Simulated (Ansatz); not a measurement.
Response to strain in LaAlO3

The reference is LaAlO$_{3}$ (space group R-3c, No. 167; a = 5.4131 Å, c = 13.1935 Å (hexagonal axes)). Axes: x lies along a and z along c of the hexagonal cell.

Strains are applied to the cell and any free atomic positions relax; under biaxial strain the out-of-plane vector relaxes too.

The values are results of PBE (Ansatz, a quantum-chemistry and plane-wave program, PAW, no spin-orbit coupling), not measurements.

Notes on the quantities. pressure: mean of the normal stresses, compression positive; energy relative to the base: free energy F.

| change | pressure | gap character | energy relative to the base | smallest direct gap | band gap |
|---|---|---|---|---|---|
| base | 0.00 GPa | indirect, F → Γ | 0 meV/atom | 4.08 eV | 4.02 eV |
| biaxial strain −1.61 %, plane normal [001], relaxed out of plane | 4.70 GPa | indirect, F → Γ | +7.7 meV/atom | 3.97 eV | 3.92 eV |
| biaxial strain −1.40 %, plane normal [001], relaxed out of plane | 4.06 GPa | indirect, F → Γ | +5.8 meV/atom | 3.99 eV | 3.93 eV |
| biaxial strain −0.63 %, plane normal [001], relaxed out of plane | 1.77 GPa | indirect, F → Γ | +1.2 meV/atom | 4.09 eV | 3.99 eV |
| isotropic strain −3.43 % | 23.61 GPa | direct at Γ | +74 meV/atom | – | 3.85 eV |
| isotropic strain +3.64 % | -15.26 GPa | indirect, F → Γ | +66 meV/atom | 4.14 eV | 4.07 eV |
| uniaxial strain ε_yy = +0.98 % | -1.70 GPa | indirect, Y₂ → Γ | +1.1 meV/atom | 3.98 eV | 3.93 eV |
| tensor shear ε_yz = −1.00 % | 0.06 GPa | indirect, L₂ → Γ | +1.5 meV/atom | 3.89 eV | 3.81 eV |

No phonon test of stability was made. Labels are those of the standard path for the cell's own space group.
